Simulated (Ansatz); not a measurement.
The system is Pd.

```
Pd
1.0
    -1.57228    1.57228    1.57228
     1.57228   -1.57228    1.57228
     1.57228    1.57228   -1.57228
Pd
1
Direct
  0.00000 0.00000 0.00000
```

This isn't the form of Pd at room conditions, which is fcc.

```yaml
Program: Ansatz 0.2.0
Task: relaxation of cell and atoms
Functional: BLYP
Potentials_or_basis: Ansatz PAW
Cutoff: "420 eV (not typed: the program's choice for these potentials)"
k_mesh: 12 × 12 × 12
Occupations: fermi-dirac, width 0.05 eV
Spin: no spin polarisation
```

At the start: volume 15.55 Å³/atom.

Where does the relaxation end?

It ends after 5 steps and the volume is 16.46 Å³/atom (+5.8 %); space group Im-3m (No. 229, to 0.05 Å).

Step by step:
```tsv
step	energy change (eV)	largest force (eV/Å)	volume (Å³)
1	0.0000	0.0000	15.55
2	-0.0140	0.0000	17.07
3	-0.0228	0.0000	16.53
4	-0.0230	0.0000	16.46
5	-0.0232	0.0000	16.46
```

Final structure:
```yaml
crystal:
  lattice:
    - [-1.60234, 1.60234, 1.60234]
    - [1.60234, -1.60234, 1.60234]
    - [1.60234, 1.60234, -1.60234]
  atoms:
    - { symbol: Pd, position: [0.00000, 0.00000, 0.00000] }
```

Caveat: the plane-wave basis is chosen anew once the cell has moved, so the energies of steps on either side of that aren't comparable; the PAW data sets come from PBE, with cores solved anew for the run's functional, which leaves a small shift of forces and pressure.
